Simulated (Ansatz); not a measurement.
NaBr:
```
NaBr
1.0
    0.00000     3.01760     3.01760
    3.01760     0.00000     3.01760
    3.01760     3.01760     0.00000
Na Br
1 1
Cartesian
  0.00000   0.00000   0.00000
  3.01760   3.01760   3.01760
```

x, y and z are the axes in which the lattice vectors are written.

Task: Give the high-frequency dielectric tensor and the Born effective charge tensors of the independent atoms from DFPT, plane-wave PAW PBE (Ansatz code).

Result: 
ε∞:
```
2.83  0.00  0.00
0.00  2.83  0.00
0.00  0.00  2.83
```
Z* of atom 1 (Na), rows: field, columns: displacement, in e:
```
1.14  0.00  0.00
0.00  1.14  0.00
0.00  0.00  1.14
```
Z* of atom 2 (Br), rows: field, columns: displacement, in e:
```
-1.14   0.00   0.00
 0.00  -1.14   0.00
 0.00   0.00  -1.14
```

Static charges for comparison (Bader): Na1 +0.86, Br2 -0.86 e. Born charges measure polarisation by displacement and can exceed these by far.

Space group Fm-3m (rock salt). The PBE relaxation kept the symmetry of its start; phonons on a q-mesh show no instability. Scalar-relativistic: spin–orbit coupling is off unless named, which matters more the heavier the elements.

Potentials: the later of the program's two PAW sets.
